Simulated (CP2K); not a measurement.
Runs of CP2K 2026.2 on ZrC. The structure is cubic, space group Fm-3m (No. 225). Conventional cell: a = 4.730 Å, b = 4.730 Å, c = 4.730 Å, α = 90.00°, β = 90.00°, γ = 90.00°. Zr (site symmetry m-3m) has 6 C at 2.36 to 2.37 Å as nearest neighbours. Around C (site symmetry m-3m) lie 6 Zr at 2.36 to 2.37 Å. 

```csv
level,potentials or basis,smearing,points a segment of the path (NPOINTS),bands added on the path,CUTOFF of the grids,gap on the mesh (eV),pressure (GPa)
PBEsol,"POTENTIAL_UZH Zr GTH-PBE-q12, C GTH-PBE-q4; TZVP-MOLOPT-PBE-GTH basis",fermi-dirac 0.05 eV,8,2,450 Ry,none,-5.8
r2SCAN,"POTENTIAL_UZH Zr GTH-SCAN-q12, C GTH-SCAN-q4; TZVP-MOLOPT-SCAN-GTH basis",fermi-dirac 0.0259 eV,10,6,700 Ry,none,(a)
TB-mBJ,"POTENTIAL_UZH Zr GTH-PBE-q12, C GTH-PBE-q4; TZVP-MOLOPT-PBE-GTH basis",fermi-dirac 0.05 eV,8,4,700 Ry,none,-
LDA,"GTH_POTENTIALS Zr GTH-PADE-q12, C GTH-PADE-q4; TZVP-MOLOPT-PBE-GTH basis",fermi-dirac 0.1 eV,10,4,450 Ry,none,-12.9
```

Alike in all rows: task band structure; no spin polarisation; cell as given; k mesh 10 × 10 × 10.

Problem. Fill in the values left out.

Solution. (a) -0.8.

Caveats: the basis of atomic orbitals isn't converged, which shifts pressures, moduli and gaps; the potentials were made for another functional, which shifts forces and pressure (some runs); this is a model potential without an energy functional, so only levels have meaning (some runs).

A k mesh can miss the band edges, and the runs leave out spin-orbit coupling on Zr.

A gap of «none» marks a metal or a gap under the smearing width.

Runs at the PBE level aren't shown here.
